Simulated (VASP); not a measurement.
## VASP 6.6.1 run: BAs

INCAR

```
ENCUT = 520
LCHARG = .FALSE.
IBRION = -1
ISIF = 2
NSW = 0
LASPH = .TRUE.
NBANDS = 11
NELM = 120
GGA = PE
LWAVE = .FALSE.
PREC = Accurate
SIGMA = 0.01
ISMEAR = -5
EDIFF = 1E-7
LREAL = .FALSE.
```

KPOINTS

```
KPOINTS created by Atomic Simulation Environment
0
Gamma
10 10 10
0 0 0
```

POSCAR

```
B  As
 1.0000000000000000
     0.0000000000000000    2.2701215427000001    2.4479674292000002
     2.2701215427000001    0.0000000000000000    2.4479674292000002
     2.2701215427000001    2.2701215427000001    0.0000000000000000
 B   As
   1   1
Cartesian
  0.0000000000000000  0.0000000000000000  0.0000000000000000
  1.1350607713500001  1.1350607713500001  1.2239837146000001
```

The recommended PBE PAW datasets give the neutral cell 8 valence electrons.

Command

```
mpirun -np 1 vasp_std
```

Question: How does this run end, and what does it give?

Answer: It converged. Results: gap between bands v and c on the k mesh 0.49 eV; least direct gap on the k mesh 2.98 eV; pressure 16.5 GPa. Band v is the last that the valence electrons fill when counted band by band, and c is the next.

OSZICAR

```
N       E                     dE             d eps       ncg     rms          rms(c)
DAV:   1     0.119497113350E+02    0.11950E+02   -0.37922E+03  2244   0.644E+02
DAV:   2    -0.113613993464E+02   -0.23311E+02   -0.22577E+02  2945   0.108E+02
DAV:   3    -0.120047961555E+02   -0.64340E+00   -0.64195E+00  2788   0.162E+01
DAV:   4    -0.120061918799E+02   -0.13957E-02   -0.13957E-02  2494   0.879E-01
DAV:   5    -0.120061936776E+02   -0.17977E-05   -0.17977E-05  2725   0.334E-02    0.549E+00
DAV:   6    -0.113003805356E+02    0.70581E+00   -0.18182E+00  2415   0.571E+00    0.266E+00
DAV:   7    -0.112217747814E+02    0.78606E-01   -0.25278E-01  2678   0.245E+00    0.106E+00
DAV:   8    -0.112137812894E+02    0.79935E-02   -0.21947E-02  2508   0.855E-01    0.108E-01
DAV:   9    -0.112140728358E+02   -0.29155E-03   -0.73894E-04  2622   0.165E-01    0.671E-02
DAV:  10    -0.112142154224E+02   -0.14259E-03   -0.18051E-04  2433   0.833E-02    0.133E-02
DAV:  11    -0.112142199761E+02   -0.45537E-05   -0.42359E-06  2763   0.141E-02    0.120E-02
DAV:  12    -0.112142197548E+02    0.22126E-06   -0.23196E-06  2448   0.834E-03    0.417E-03
DAV:  13    -0.112142198241E+02   -0.69285E-07   -0.75550E-08  2067   0.179E-03
   1 F= -.11214220E+02 E0= -.11214220E+02  d E =0.000000E+00
```

Standard output (part)

```
POSCAR found type information on POSCAR B As
 POSCAR found :  2 types and       2 ions
 LDA part: xc-table for (Slater+PW92), standard interpolation
 POSCAR, INCAR and KPOINTS ok, starting setup
 WAVECAR not read
 entering main loop
```

For comparison, a separate PBE run of the intended cell, on usual settings and not on those above, gives a gap of 0.49 eV on its mesh and a pressure of 16.5 GPa.
